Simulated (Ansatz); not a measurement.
## Lattice dynamics of HgTe (model cell, started as NiAs type)

Aim: the vibrations of HgTe (model cell, started as NiAs type), their spectra, and whether the structure is stable.

Program: Ansatz 0.2.0. Level of theory: DFT PBE, scalar-relativistic, plane waves, PAW. Results are calculated unless marked as measured.

This is a report of a sequence of runs, with most program output left out.

The structure was built from a prototype and need not be the compound's stable phase.

### Step 1. Starting point

The structure is hexagonal, space group P6_3/mmc (No. 194). The conventional cell has a = 4.431 Å, b = 4.431 Å, c = 7.089 Å, α = 90.00°, β = 90.00°, γ = 120.00°. Nearest to Hg lie 6 Te at 3.11 Å. Nearest to Te lie 6 Hg at 3.11 Å. Farther neighbours and most contacts between anions are not listed.

### Step 2. Bringing the structure to rest

Harmonic phonons are second derivatives at a point where the forces vanish, and they are wanted at zero stress, so atoms and cell are relaxed first.

File input.yaml:

```yaml
crystal:
  lattice:
    - [4.43087, 0.0, 0.0]
    - [-2.21544, 3.83725, 0.0]
    - [0.0, 0.0, 7.0894]
  atoms:
    - { symbol: Hg, position: [0.0, 0.0, 0.0] }
    - { symbol: Hg, position: [0.0, 0.0, 0.5] }
    - { symbol: Te, position: [0.333333, 0.666667, 0.25] }
    - { symbol: Te, position: [0.666667, 0.333333, 0.75] }
kpoints:
  mp_grid: { grid: [9, 9, 6] }
hamiltonian:
  xc: pbe
scf:
  occupations: { method: gaussian, width: 0.1 }
output:
  forces: true
  stress: true
  eigenvalues: true
relax:
  adjacent_minimum: "off"
  f_tol: 0.005
  max_steps: 80
  cell: { stress_tol: 0.05 }
```

Run with:

```bash
> ansatz run input.yaml --threads 4 --pin off --max-ram 7168MiB --backend cpu --events-out ev --progress --plain --runs-dir out
```

Elapsed: 4.9 s, on 4 threads of AMD EPYC 9R45, shared host; peak memory 0.63 GiB.

The steps of the relaxation:

| step | energy less that of the first step (eV) | largest force component (eV/Å) | pressure (GPa) | volume (Å³) |
| --- | --- | --- | --- | --- |
| 1 | 0.0000 | 0.0000 | -0.62 | 120.54 |
| 2 | -0.0515 | 0.0000 | 0.18 | 117.69 |
| 3 | -0.0608 | 0.0000 | -0.06 | 117.81 |
| 4 | -0.0609 | 0.0000 | 0.00 | 117.67 |
| 5* | -0.0602 | 0.0000 | 0.00 | 117.67 |

Relaxation steps marked * repeat the geometry before them on a plane-wave basis chosen anew for their cell, so energy and pressure can jump there.

The run keeps the 24 symmetry operations that it works with, so distortions that break them were not tested.

| conventional cell, symmetrised | before | after | change |
| --- | --- | --- | --- |
| a (Å) | 4.431 | 4.271 | -3.6 % |
| b (Å) | 4.431 | 4.271 | -3.6 % |
| c (Å) | 7.089 | 7.449 | +5.1 % |
| volume (Å³/atom) | 30.13 | 29.42 | -2.4 % |

The relaxed structure:

```cif
data_structure
_symmetry_space_group_name_H-M 'P 1'
_symmetry_Int_Tables_number 1
_cell_length_a 4.2708
_cell_length_b 4.2708
_cell_length_c 7.4495
_cell_angle_alpha 90.000
_cell_angle_beta 90.000
_cell_angle_gamma 120.000
_cell_volume 117.67
loop_
_atom_site_label
_atom_site_type_symbol
_atom_site_fract_x
_atom_site_fract_y
_atom_site_fract_z
_atom_site_occupancy
Hg1 Hg 0.00000 0.00000 0.00000 1
Hg2 Hg 0.00000 0.00000 0.50000 1
Te3 Te 0.33333 0.66667 0.25000 1
Te4 Te 0.66667 0.33333 0.75000 1
```

Numbers from this step:

```yaml
pressure: 0.001165 GPa
volume_per_atom: 29.42 Å³
gap_on_the_k_mesh: 0 eV
```

In this step the volume went from 30.13 to 29.42 Å³/atom.

### Step 3. Tight relaxation

Phonons need a cell at rest on their own settings, so the relaxation is repeated with tight tolerances on forces and stress on the k mesh and occupations of the first response run.

File input.yaml:

```yaml
crystal:
  lattice:
    - [4.2707769974, 2.7824e-06, 0.0]
    - [-2.1353909084, 3.6985999824, 0.0]
    - [0.0, 0.0, 7.4494862539]
  atoms:
    - { symbol: Hg, position: [0.0, 0.0, 0.0] }
    - { symbol: Hg, position: [0.0, 0.0, 0.5] }
    - { symbol: Te, position: [0.3333333333, 0.6666666667, 0.25] }
    - { symbol: Te, position: [0.6666666667, 0.3333333333, 0.75] }
kpoints:
  mp_grid: { grid: [10, 10, 6] }
hamiltonian:
  xc: pbe
scf:
  occupations: { method: methfessel_paxton, width: 0.15 }
output:
  forces: true
  stress: true
  eigenvalues: true
  write_density: true
  write_potential: true
  elf: true
  volumetric_format: npy
relax:
  adjacent_minimum: "off"
  f_tol: 0.001
  max_steps: 60
  cell: { stress_tol: 0.01 }
```

Wall time 4.6 s (4 threads); peak memory 0.65 GiB.

The steps of the relaxation:

| step | energy less that of the first step (eV) | largest force component (eV/Å) | pressure (GPa) | volume (Å³) |
| --- | --- | --- | --- | --- |
| 1 | 0.0000 | 0.0000 | -0.01 | 117.67 |
| 2 | -0.0001 | 0.0000 | 0.00 | 117.61 |
| 3 | -0.0001 | 0.0000 | 0.00 | 117.61 |
| 4* | -0.0001 | 0.0000 | 0.00 | 117.61 |

Relaxation steps marked * repeat the geometry before them on a plane-wave basis chosen anew for their cell, so energy and pressure can jump there.

Forces are held to the 24 operations that the run works with; a distortion that breaks them can't arise in this run.

| conventional cell, symmetrised | before | after | change |
| --- | --- | --- | --- |
| a (Å) | 4.271 | 4.265 | -0.1 % |
| b (Å) | 4.271 | 4.265 | -0.1 % |
| c (Å) | 7.449 | 7.467 | +0.2 % |
| volume (Å³/atom) | 29.42 | 29.40 | -0.0 % |

The relaxed structure:

```xyz
4
Lattice="4.2647 0.0000 0.0000 -2.1324 3.6934 0.0000 0.0000 0.0000 7.4670" Properties=species:S:1:pos:R:3 pbc="T T T"
Hg    0.0000    0.0000    0.0000
Hg    0.0000    0.0000    3.7335
Te    0.0000    2.4622    1.8668
Te    2.1324    1.2311    5.6003
```

Numbers from this step:

- pressure: -0.003145 GPa
- volume per atom: 29.40 Å³

Electrostatic potential energy in the ac plane at fractional y = 1.000, with atoms of Hg within 0.2 Å of it. With pseudopotentials it is smooth inside the atoms' cores, unlike the true potential.

Ten even steps from '0' (-35 eV) to '9' (14 eV), each cell a mean:
```
00169999998400
01479999999620
45799999999875
88999999999998
99999998999999
99999988899999
99999988899999
99999999999999
67899999999986
12589999999741
00279999998510
00169999998400
00169999998400
01479999999620
45799999999875
88999999999998
99999998999999
99999988899999
99999988899999
99999999999999
67899999999986
12589999999741
00279999998510
00169999998400
```
Columns run along a (4.3 Å; values clipped at the 3rd and 97th percentile), rows up along c (7.5 Å). Atoms in or near the plane, at fractional coordinates: Hg at (0.00, 0.00), Hg at (0.00, 0.50).

Valence density in the ac plane at fractional y = 1.000, with atoms of Hg within 0.2 Å of it. It is the smooth field of the valence electrons, not physical close to the nuclei.

Ten steps, logarithmic in the rise over the least value, from '_' (0 e/Å³) to '@' (16 e/Å³), each cell a mean:
```
@@%%**==..__________::==##@@
%%##++::..__________..--**##
++==--....__________..::--==
::::....__..........__....::
________............________
________............________
________............________
......____..........____....
==--::....__________....::--
##**==::..__________..--++**
@@%%**--..__________::==##%%
@@@@##==..__________::++%%@@
@@%%**==..__________::==##@@
%%##++::..__________..--**##
++==--....__________..::--==
::::....__..........__....::
________............________
________............________
________............________
......____..........____....
==--::....__________....::--
##**==::..__________..--++**
@@%%**--..__________::==##%%
@@@@##==..__________::++%%@@
```
Columns run along a (4.3 Å), rows up along c (7.5 Å). Atoms in or near the plane, at fractional coordinates: Hg at (0.00, 0.00), Hg at (0.00, 0.50).

ELF in the ac plane at fractional y = 1.000, with atoms of Hg within 0.2 Å of it. It is the smooth field of the valence electrons, not physical close to the nuclei.

Ten even steps from '_' (0.07) to '@' (0.74), each cell a mean:
```
%%##**==::..______..--==**##
****++--::..........::--++**
++==--::::--==++==::::::--==
::::::::--++######++::::::::
......::++##%%%%%%**==......
______::++##%%%%%%##==..____
______::++##%%%%%%##==..____
::::..::==**##%%##++--....::
==--::::::==++**++--::::----
**++==::::::::--::::::--++++
##**++--::..______..::==**##
@@##**==::..______..--++**%%
%%##**==::..______..--==**##
****++--::..........::--++**
++==--::::--==++==::::::--==
::::::::--++######++::::::::
......::++##%%%%%%**==......
______::++##%%%%%%##==..____
______::++##%%%%%%##==..____
::::..::==**##%%##++--....::
==--::::::==++**++--::::----
**++==::::::::--::::::--++++
##**++--::..______..::==**##
@@##**==::..______..--++**%%
```
Columns run along a (4.3 Å), rows up along c (7.5 Å). Atoms in or near the plane, at fractional coordinates: Hg at (0.00, 0.00), Hg at (0.00, 0.50).

The forces vanish by symmetry and the pressure is -0.003 GPa, within the tolerances set. The cell now holds 29.40 Å³/atom.

### Step 4. Linear response at the zone centre

The zone centre comes first: it holds the modes that light can see, as far as symmetry allows. No field response is asked, since the mesh shows no gap.

input.yaml, the sections that differ from step 3:

```yaml
crystal:
  lattice:
    - [4.2647185345, 2.7785e-06, 0.0]
    - [-2.1323616735, 3.6933532016, 0.0]
    - [0.0, 0.0, 7.4670364397]
  atoms:
    - { symbol: Hg, position: [0.0, 0.0, 0.0] }
    - { symbol: Hg, position: [0.0, 0.0, 0.5] }
    - { symbol: Te, position: [0.3333333333, 0.6666666667, 0.25] }
    - { symbol: Te, position: [0.6666666667, 0.3333333333, 0.75] }
output:
  eigenvalues: true
phonons:
  method: dfpt
# kpoints, hamiltonian, scf: as in step 3
# relax: removed
```

Wall time 33 s (4 threads); peak memory 2.5 GiB.

Numbers from this step:

```yaml
sum_rule_residual_before_enforcement: 4.01e-4 eV/Å²
point_group: 6/mmm
highest_optical_mode_at_the_zone_centre_no_lo_to_term: 86 cm⁻¹
lowest_optical_zone_centre_mode: 28.94 cm⁻¹
```

Patterns of degenerate modes are one choice out of their space. The modes at Γ (shares of kinetic energy by element, %):

| mode | frequency (cm⁻¹) | symmetry | Hg % | Te % |
| --- | --- | --- | --- | --- |
| 1 | 0.0 | acoustic | 61 | 39 |
| 2 | 0.0 | acoustic | 61 | 39 |
| 3 | 0.0 | acoustic | 61 | 39 |
| 4 | 28.9 | E2g | 0 | 100 |
| 5 | 28.9 | E2g | 0 | 100 |
| 6 | 47.8 | E2u | 100 | 0 |
| 7 | 47.8 | E2u | 100 | 0 |
| 8 | 67.7 | A2u | 39 | 61 |
| 9 | 77.1 | E1u | 39 | 61 |
| 10 | 77.1 | E1u | 39 | 61 |
| 11 | 83.5 | B2u | 100 | 0 |
| 12 | 86.0 | B1g | 0 | 100 |

Displacements in mode 5 (28.9 cm⁻¹), the largest set to 1:
```
Hg1  0.00  0.00  0.00
Hg2  0.00  0.00  0.00
Te3  0.00 -1.00  0.00
Te4  0.00  1.00  0.00
```

Displacements in mode 10 (77.1 cm⁻¹), the largest set to 1:
```
Hg1  0.00 -0.64  0.00
Hg2  0.00 -0.64  0.00
Te3  0.00  1.00  0.00
Te4  0.00  1.00  0.00
```

Before it was imposed, the acoustic sum rule was missed by 4.0e-4 eV/Å². Small misses are needed for a sound result but don't prove that mesh and cutoff are converged. The lowest optical mode is real, 28.9 cm⁻¹.

### Step 5. The dispersion

The mesh has a single point along some directions, so zone-edge points there are not solved. Linear response on a 2×2×1 q mesh gives force constants as far as a supercell of that size would.

input.yaml, as its differences from that of step 4:

```diff
@@ -20 +20,9 @@
   method: dfpt
+  qmesh: [2, 2, 1]
+  temperatures: { t_max: 1000, t_step: 50 }
+  qpath:
+    path:
+      - [[0.0, 0.0, 0.0], [0.5, 0.0, 0.0], [0.33333333, 0.33333333, 0.0], [0.0, 0.0, 0.0], [0.0, 0.0, 0.5], [0.5, 0.0, 0.5], [0.33333333, 0.33333333, 0.5], [0.0, 0.0, 0.5]]
+      - [[0.5, 0.0, 0.5], [0.5, 0.0, 0.0]]
+      - [[0.33333333, 0.33333333, 0.5], [0.33333333, 0.33333333, 0.0]]
+    npoints: 10
```

Wall time 90 s (4 threads); peak memory 3.4 GiB; 5.7 min of CPU time.

Numbers from this step:

- sum-rule residual before enforcement: 3.69e-4 eV/Å²
- lowest mode on the q mesh (acoustic modes at Γ apart): -31.77 cm⁻¹
- highest frequency at a solved wavevector (no LO-TO term at Γ): 112.3 cm⁻¹

Frequencies (cm⁻¹) solved at each irreducible wavevector; negative means imaginary. Frequencies by wavevector, by row:

| q in reciprocal lattice units | star | mode 1 | mode 2 | mode 3 | mode 4 | mode 10 | mode 11 | mode 12 |
| --- | --- | --- | --- | --- | --- | --- | --- | --- |
| 0 0 0 | 1 | 0 | 0 | 0 | 28.9 | 77.1 | 83.5 | 86 |
| 0 -0.5 0 | 3 | -31.8 | 20.9 | 32.8 | 34 | 91.6 | 97.4 | 112.3 |

Symmetry leaves 2 wavevectors to solve. The lowest mode among them, the acoustic zeros apart, lies at q = (0, -0.5, 0) and is imaginary, 31.8i cm⁻¹, so the energy falls along it.

### Step 6. Another isotope

An isotope changes the mass and not the force constants, so no new electronic calculation is needed; the shifts show which modes move this element.

The same force constants with the mass of Te changed from 127.600 to 129.906 u (phonopy, no LO-TO term). Both lists are sorted by frequency; levels can cross, so a row need not hold one and the same mode. Modes under 3 cm⁻¹ are left out. Isotope shifts, by row:

| q | rank | natural mass (cm⁻¹) | changed mass (cm⁻¹) |
| --- | --- | --- | --- |
| 0 0 0 | 4 | 28.94 | 28.68 |
| 0 0 0 | 5 | 28.94 | 28.68 |
| 0 0 0 | 6 | 47.82 | 47.82 |
| 0 0 0 | 7 | 47.82 | 47.82 |
| 0 0 0 | 8 | 67.69 | 67.32 |
| 0 0 0 | 9 | 77.08 | 76.66 |
| 0 0 0 | 10 | 77.08 | 76.66 |
| 0 0 0 | 11 | 83.51 | 83.51 |
| 0 0 0 | 12 | 86 | 85.23 |
| 0 -0.5 0 | 1 | -31.77 | -31.49 |
| 0 -0.5 0 | 2 | 20.9 | 20.86 |
| 0 -0.5 0 | 3 | 32.81 | 32.77 |
| 0 -0.5 0 | 4 | 34.02 | 33.72 |
| 0 -0.5 0 | 5 | 40.41 | 40.33 |
| 0 -0.5 0 | 6 | 53.04 | 53.04 |
| 0 -0.5 0 | 7 | 53.66 | 53.66 |
| 0 -0.5 0 | 8 | 75.71 | 75.69 |
| 0 -0.5 0 | 9 | 89.18 | 88.56 |
| 0 -0.5 0 | 10 | 91.59 | 90.77 |
| 0 -0.5 0 | 11 | 97.44 | 96.69 |
| 0 -0.5 0 | 12 | 112.3 | 111.5 |

A mode of this element alone would shift by -0.89 %. The highest zone-centre frequency without the field goes from 86.0 to 85.2 cm⁻¹ (-0.9 %). The product of the frequency ratios over all optical modes at Γ is 0.957; the product rule, (m/m′)^(3k/2) (M′/M)^(3/2) with k = 2 such atoms and M the mass of the cell, gives 0.958.

### Step 7. Results

| Property | Result |
| --- | --- |
| space group after relaxation (within 0.01 Å) | P6_3/mmc |
| volume per atom | 29.4 Å³ |
| electronic character | no gap on this mesh |
| highest optical mode at the zone centre (no LO-TO term) | 86.0 cm⁻¹ |
| lowest optical zone-centre mode | 28.9 cm⁻¹ |
| lowest mode on the q mesh (acoustic modes at Γ apart) | -31.8 cm⁻¹ |
| imaginary modes on the 2×2×1 q mesh | yes |

**Reading.** Modes are clearly imaginary (beyond 10i cm⁻¹) at 1 of the 2 irreducible wavevectors, most at q = (0, -0.5, 0) (31.8i cm⁻¹), so this structure is not a minimum of the energy. The optical modes at Γ span 29 to 86 cm⁻¹. The highest mode in this list at Γ, 86.0 cm⁻¹, is mostly motion of Te (100 % of the kinetic energy). The q mesh is too sparse to interpolate, so only the solved wavevectors are given. With no gap, or one that is small against the smearing, the frequencies hang on the k mesh and the smearing, most of all near Kohn anomalies. Spin-orbit coupling is left out, which can matter for the heavy elements here. A phonon run warned that its eigensolver left some bands unconverged in a pass. The starting cell was built on a prototype and not taken from a measurement, so the phase need not exist. These are harmonic frequencies at zero temperature: anharmonic shifts, linewidths and thermal expansion are left out.

[Logs are printed without paths, hosts, clocks, repeated set-up lines and the standing remarks that a program may print on its own settings, such as how far it seeks lower states.]

[Hosts, paths, dates, database ids (printed as entryN), source tags and the programs' standing remarks are cut or masked in the printed files.]
